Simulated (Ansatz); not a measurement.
# Pb (Im-3m) in Ansatz: a series of runs

Runs on Pb. Level: PBEsol. Tasks: relaxation of cell and atoms.

All numbers are computed with Ansatz 0.2.0; they aren't measurements. Logs are shortened: lines on timing, memory, paths and dates and some standing lists are left out, and cuts for length are marked.

### Step 1. The crystal as given

Symmetry: Im-3m, No. 229, cubic system. Conventional cell: a = 3.959 Å, b = 3.959 Å, c = 3.959 Å, α = 90.00°, β = 90.00°, γ = 90.00°. Pb (site symmetry m-3m) has 8 Pb at 3.43 Å as nearest neighbours.

This isn't the form of Pb at room conditions, which is fcc.

### Step 2. Relaxation of cell and atoms, PBEsol

File input.yaml:

```yaml
crystal:
  lattice:
    - [-1.9796595667, 1.9796595667, 1.9796595667]
    - [1.9796595667, -1.9796595667, 1.9796595667]
    - [1.9796595667, 1.9796595667, -1.9796595667]
  atoms:
    - { symbol: Pb, position: [0.0, 0.0, 0.0] }
kpoints:
  mp_grid: { grid: [9, 9, 9] }
scf:
  occupations: { method: fermi_dirac, width: 0.05 }
hamiltonian:
  xc: pbesol
  pseudopotentials: { kind: all_electron, lapw: { basis_error: 0.001 } }
output:
  forces: true
  stress: true
relax:
  f_tol: 0.005
  max_steps: 60
  cell: {}
```

Potentials or basis: all-electron LAPW, scalar-relativistic.

Command:

```sh
$ ansatz run input.yaml --threads 1 --pin off --max-ram 3072MiB --backend cpu --events-out ev --progress --plain --runs-dir out
```

Log:

```text
Warning: RAYON_NUM_THREADS=1 ignored (pool sized by the plan → 1); use --threads N
The last accepted step is kept in <dir> (removed where the run ends without a failure and the disk answers)
LAPW: plane waves up to 6.795 Å⁻¹, error target 1.0e-3 eV per atom; small_component_spin mean_spin; Pb in spheres of 1.663 Å, 36 of its electrons in bands, Dirac shells [] (how accurate: hamiltonian.pseudopotentials.lapw.basis_error, Limitations)
Engine: ansatz 0.2.0, aarch64-unknown-linux-gnu
Pseudopotentials: kind: all_electron
Pseudopotential: Pb, LAPW, valence charge 36, lapw/all_electron/scalar/gaussian/Pb, Koelling and Harmon's equation, gaussian nucleus
Functional definition: PBEsol
  exchange = pbesol_x
  correlation = pbesol_c
Crystal: 1 atoms, lattice volume = 31.034 Å³
Basis set: ecut = 175.9082984384437 eV, 177 PW (Γ), exchange–correlation at level 2
Bands: 22, of which v1, the nominal top of the filled ones, is band 18 counted from 1 (17 counted from 0)
Symmetry: 48 space group operations
Space group: Im-3m (ITA 229), of the structure as read, at distance tolerance 3.1e-5 Å
k-points: 35 of 729
Non-local potential: Pb, projectors of the file, none
Initial density: superposition of atomic densities (chi_scale 0.1, normalization cell)
Initial wavefunctions: plane waves of lowest kinetic energy (no species holds an atomic orbital)
Functional: x = pbesol(κ = 0.804, μ = 0.12345679012345678), c = pbesol(β = 0.046)
iter 1 solved again at ethr=1.57e-5 eV; its pass at ethr=1.00e-1 eV (dr2=5.64e-3 eV) is discarded
SCF iter   1: F=—  HF=-567915.118621 eV  |F-HF|=—  |Δ(HF+E_count)|=         —  Δρ=4.60e-3  dr2=5.70e-3  ethr=1.57e-5  ⟨swp⟩=3.6  Hψ=5100  notcnv=0
preconditioner: auto → none  [insulator: Δε(μ)=0.243 eV  Ē_g=19.702 eV  σ=0.050 eV  W_gap=0.84  n_scr=12 (ndim 8)  ℏωp=24.9 eV  f_vac=0.000  D(μ)=0.50/eV (n_scr^D=0)  ε∞_Penn≈2.6]
SCF iter   2: F=—  HF=-567915.103991 eV  |F-HF|=—  |Δ(HF+E_count)|=   1.46e-2  Δρ=1.80e-3  dr2=7.91e-4  ethr=1.57e-5  ⟨swp⟩=2.0  Hψ=2281  notcnv=0
SCF iter   3: F=—  HF=-567915.103250 eV  |F-HF|=—  |Δ(HF+E_count)|=   7.42e-4  Δρ=7.18e-4  dr2=1.21e-4  ethr=2.20e-6  ⟨swp⟩=2.0  Hψ=2280  notcnv=0
iter 4 solved again at ethr=1.09e-8 eV; its pass at ethr=3.36e-7 eV (dr2=3.91e-6 eV) is discarded
SCF iter   4: F=—  HF=-567915.103183 eV  |F-HF|=—  |Δ(HF+E_count)|=   6.70e-5  Δρ=1.39e-4  dr2=3.92e-6  ethr=1.09e-8  ⟨swp⟩=2.0  Hψ=3860  notcnv=0
SCF iter   5: F=—  HF=-567915.103186 eV  |F-HF|=—  |Δ(HF+E_count)|=   2.91e-6  Δρ=2.49e-5  dr2=1.25e-7  ethr=1.09e-8  ⟨swp⟩=2.0  Hψ=2280  notcnv=0
SCF iter   6: F=-567915.103186 eV  HF=-567915.103186 eV  |F-HF|=1.16e-10  |Δ(HF+E_count)|=   1.55e-7  Δρ=4.70e-7  dr2=4.46e-11  ethr=3.47e-10  ⟨swp⟩=2.4  Hψ=2307  notcnv=0
SCF 1 converged in 6 iterations: F = -567915.103186 eV  dr2 = 4.46e-11
relax step   1: F+E_penalty+E_count = -567915.10318597 eV  Δ(F+E_penalty+E_count) = +0.000e0 eV  max|allowed force component| = 0.000e0 eV/Å  Δτ_max = 0.0000 Å  P = -1.950 GPa  Ω = 31.034 Å³  (6 SCF iters, accepted)
Crystal: 1 atoms, lattice volume = 29.689 Å³
Basis set: ecut = 181.18190111779668 eV, 177 PW (Γ), exchange–correlation at level 2
Initial density: handed on by an earlier stage of this run
Initial wavefunctions: those handed on with the density
iter 1 solved again at ethr=3.90e-8 eV; its pass at ethr=1.00e-1 eV (dr2=1.40e-5 eV) is discarded
SCF iter   1: F=—  HF=-567915.111987 eV  |F-HF|=—  |Δ(HF+E_count)|=         —  Δρ=2.29e-4  dr2=1.78e-5  ethr=3.90e-8  ⟨swp⟩=5.1  Hψ=4451  notcnv=0
preconditioner: auto → none  [insulator: Δε(μ)=0.225 eV  Ē_g=20.149 eV  σ=0.050 eV  W_gap=0.81  n_scr=12 (ndim 8)  ℏωp=25.5 eV  f_vac=0.000  D(μ)=0.39/eV (n_scr^D=0)  ε∞_Penn≈2.6]
SCF iter   2: F=—  HF=-567915.111990 eV  |F-HF|=—  |Δ(HF+E_count)|=   2.51e-6  Δρ=1.22e-4  dr2=5.13e-6  ethr=3.90e-8  ⟨swp⟩=2.0  Hψ=2280  notcnv=0
iter 3 solved again at ethr=1.65e-10 eV; its pass at ethr=1.42e-8 eV (dr2=5.93e-8 eV) is discarded
SCF iter   3: F=—  HF=-567915.111992 eV  |F-HF|=—  |Δ(HF+E_count)|=   2.33e-6  Δρ=1.35e-5  dr2=5.93e-8  ethr=1.65e-10  ⟨swp⟩=2.0  Hψ=3860  notcnv=0
SCF iter   4: F=-567915.111991 eV  HF=-567915.111991 eV  |F-HF|=3.49e-10  |Δ(HF+E_count)|=   4.17e-7  Δρ=1.25e-6  dr2=4.57e-10  ethr=1.65e-10  ⟨swp⟩=2.8  Hψ=2321  notcnv=0
SCF 2 converged in 4 iterations: F = -567915.111991 eV  dr2 = 4.57e-10
relax step   2: F+E_penalty+E_count = -567915.11199143 eV  Δ(F+E_penalty+E_count) = -8.805e-3 eV  max|allowed force component| = 0.000e0 eV/Å  Δτ_max = 0.0000 Å  P = -0.053 GPa  Ω = 29.689 Å³  (4 SCF iters, accepted)
Crystal: 1 atoms, lattice volume = 29.652 Å³
Basis set: ecut = 181.32932762200525 eV, 177 PW (Γ), exchange–correlation at level 2
iter 1 solved again at ethr=1.12e-11 eV; its pass at ethr=1.00e-1 eV (dr2=4.02e-9 eV) is discarded
SCF iter   1: F=—  HF=-567915.111997 eV  |F-HF|=—  |Δ(HF+E_count)|=         —  Δρ=7.51e-6  dr2=1.91e-8  ethr=1.12e-11  ⟨swp⟩=6.1  Hψ=4502  notcnv=0
preconditioner: auto → none  [insulator: Δε(μ)=0.222 eV  Ē_g=20.158 eV  σ=0.050 eV  W_gap=0.80  n_scr=12 (ndim 8)  ℏωp=25.5 eV  f_vac=0.000  D(μ)=0.39/eV (n_scr^D=0)  ε∞_Penn≈2.6]
SCF iter   2: F=-567915.111997 eV  HF=-567915.111997 eV  |F-HF|=3.38e-9  |Δ(HF+E_count)|=   1.00e-8  Δρ=4.00e-6  dr2=5.42e-9  ethr=1.12e-11  ⟨swp⟩=2.0  Hψ=2280  notcnv=0
SCF 3 converged in 2 iterations: F = -567915.111997 eV  dr2 = 5.42e-9
relax step   3: F+E_penalty+E_count = -567915.11199686 eV  Δ(F+E_penalty+E_count) = -5.433e-6 eV  max|allowed force component| = 0.000e0 eV/Å  Δτ_max = 0.0000 Å  P = +0.006 GPa  Ω = 29.652 Å³  (2 SCF iters, accepted)
iter 1 solved again at ethr=3.00e-12 eV; its pass at ethr=1.00e-1 eV (dr2=1.08e-9 eV) is discarded
SCF iter   1: F=—  HF=-567915.111997 eV  |F-HF|=—  |Δ(HF+E_count)|=         —  Δρ=4.00e-6  dr2=5.43e-9  ethr=3.00e-12  ⟨swp⟩=7.7  Hψ=6002  notcnv=0  reapply=27
SCF iter   2: F=-567915.111997 eV  HF=-567915.111997 eV  |F-HF|=1.28e-9  |Δ(HF+E_count)|=   4.89e-9  Δρ=2.08e-6  dr2=1.47e-9  ethr=3.00e-12  ⟨swp⟩=2.0  Hψ=2280  notcnv=0
SCF 4 converged in 2 iterations: F = -567915.111997 eV  dr2 = 1.47e-9
relax step   4: F+E_penalty+E_count = -567915.11199701 eV  Δ(F+E_penalty+E_count) = -1.520e-7 eV  max|allowed force component| = 0.000e0 eV/Å  Δτ_max = 0.0000 Å  P = +0.006 GPa  Ω = 29.652 Å³  stress off target by 5.52e-3 GPa  SCF on the basis re-selected at this cell (its energy is not comparable with the rows above)  (2 SCF iters)
basis re-selected at this cell: Δ(F+E_penalty+E_count) = -1.520e-7 eV, ΔP = -0.000 GPa vs the last step (what re-selecting the basis moved, after the strain that the cell walked since its last selection, with what the two solves' SCF thresholds leave and, on support functions, any second-order correction that the steps lacked; it is no measure of the basis error at this ecutwfc). This SCF's stress stands 5.52e-3 GPa from its target on what of the cell is left free (relax.cell.stress_tol is 5.00e-2 GPa) and its largest allowed force component is 0.00e0 eV/Å (relax.f_tol is 5.00e-3 eV/Å): within both
SCF converged after 2 iterations
Free energy (F): -567915.111997 eV
Harris-Foulkes:  -567915.111997 eV  (|F-HF|=1.28e-9)
Internal energy: -567915.107942 eV  (E = F + TS)
E sigma→0 (E₀):  -567915.109970 eV
Entropy (-TS):   -0.004055 eV (-4.055 meV/atom)
Fermi energy:    15.960014 eV
--- Per-component energies (eV) ---
  E_band       = -2186.690300
  E_kinetic    = 654731.720364
  E_xc         = -10427.811528
  E_electrostatic = -1212219.016778  (all electrons and nuclei)
  E_smearing   = -0.004055  (= −TS)
  E_closure    = 0.000000  (closes the sum)
  E_atoms      = -567911.178656  (free atoms, spherical and without spin; not in F)
  Σ components = -567915.111997   (vs F -567915.111997, Δ=0.00e0)
  Basis errors (estimates in eV, not in F): energy 2.7e-4 per atom: plane waves 2.7e-4 (1.4e-4 summed), levels above the bands 4.2e-48, relativity 1.2e-8, radial functions 1.1e-6, core shells 1.0e-8; eigenvalues (radial functions only) 1.7e-5; not estimated: angular momenta, meshes, grids; target (lapw.basis_error) 1.0e-3; muffin-tin radii Pb 1.638 Å
--- Forces (eV/Å), atoms counted from 1 ---
  atom   1  Pb    -0.00000000    -0.00000000     0.00000000
  max |Σ_I F_I| component: 1.77e-32 eV/Å
--- Stress (GPa, compression-positive) ---
        0.005522       0.000000       0.000000
        0.000000       0.005522      -0.000000
        0.000000      -0.000000       0.005522
  P = ⅓ Tr σ = 0.0055 GPa (0.055 kbar)
--- Relaxed structure (3 steps of the walk, 3 accepted, 1 SCFs on fresh bases) ---
  F+E_penalty+E_count = -567915.11199701 eV   max|allowed force component| = 0.000e0 eV/Å   (the final SCF, on the basis selected at the relaxed cell)
  cell:  # Å, volume = 29.6523 Å³
    - [-1.9498430339564545, 1.9498430339564545, 1.9498430339564545]
    - [1.9498430339564545, -1.9498430339564545, 1.9498430339564545]
    - [1.9498430339564545, 1.9498430339564545, -1.9498430339564545]
  atoms:
    - { symbol: Pb, position: [0.0, 0.0, 0.0] }
```

Run time: 8.9 s. Hardware: 1 thread of Arm Neoverse V1, shared host; peak memory 0.24 GiB.

Results:

```yaml
Free_energy: -567915.1120 eV
Relaxed_volume: 29.65 Å³/atom
Relaxed_cell: a = 3.377 Å, b = 3.377 Å, c = 3.377 Å, α = 109.47°, β = 109.47°, γ = 109.47°
Space_group_after_relaxing_to_0.05_Å: Im-3m (No. 229)
Energy_gained_by_relaxing: 8.8 meV/atom
Ionic_steps: 4
Pressure_after_relaxing: 0.0 GPa
```

Step by step:
| step | energy change (eV) | largest force (eV/Å) | volume (Å³) |
| --- | --- | --- | --- |
| 1 | 0.0000 | 0.0000 | 31.03 |
| 2 | -0.0088 | 0.0000 | 29.69 |
| 3 | -0.0088 | 0.0000 | 29.65 |
| 4 | -0.0088 | 0.0000 | 29.65 |

Final structure:
```cif
data_structure
_symmetry_space_group_name_H-M 'P 1'
_symmetry_Int_Tables_number 1
_cell_length_a 3.3772
_cell_length_b 3.3772
_cell_length_c 3.3772
_cell_angle_alpha 109.471
_cell_angle_beta 109.471
_cell_angle_gamma 109.471
_cell_volume 29.65
loop_
_atom_site_label
_atom_site_type_symbol
_atom_site_fract_x
_atom_site_fract_y
_atom_site_fract_z
_atom_site_occupancy
Pb1 Pb 0.00000 0.00000 0.00000 1
```

### Step 3. Relaxation of cell and atoms, PBEsol, target pressure 5 GPa, at which the enthalpy is minimised

Edit input.yaml of step 2 so:

```diff
@@ -20,2 +20,2 @@
   max_steps: 60
-  cell: {}
+  cell: { p_target: 5 }
```

Potentials or basis: all-electron LAPW, scalar-relativistic.

Command:

```sh
$ ansatz run input.yaml --threads 1 --pin off --max-ram 3072MiB --backend cpu --events-out ev --progress --plain --runs-dir out
```

It took 11 s on 1 thread of Arm Neoverse V1, shared host; peak memory 0.24 GiB.

Results (log left out):

| Property | Result |
| --- | --- |
| Free energy | -567915.0773 eV |
| Relaxed volume | 27.24 Å³/atom |
| Relaxed cell | a = 3.283 Å, b = 3.283 Å, c = 3.283 Å, α = 109.47°, β = 109.47°, γ = 109.47° |
| Space group after relaxing (to 0.05 Å) | Im-3m (No. 229) |
| Energy change on relaxing (the enthalpy is what falls) | +25.9 meV/atom |
| Ionic steps | 5 |
| Pressure after relaxing | 5.0 GPa |

Step by step:
| step | energy change (eV) | largest force (eV/Å) | volume (Å³) |
| --- | --- | --- | --- |
| 1 | 0.0000 | 0.0000 | 31.03 |
| 2 | 0.0446 | 0.0000 | 26.71 |
| 3 | 0.0218 | 0.0000 | 27.37 |
| 4 | 0.0259 | 0.0000 | 27.24 |
| 5 | 0.0259 | 0.0000 | 27.24 |

Final structure:
```
Pb
1.0
    -1.89538    1.89538    1.89538
     1.89538   -1.89538    1.89538
     1.89538    1.89538   -1.89538
Pb
1
Direct
  0.00000 0.00000 0.00000
```

Spin-orbit coupling is left out, which matters for the levels of Pb.

[end of part 1 of 2]
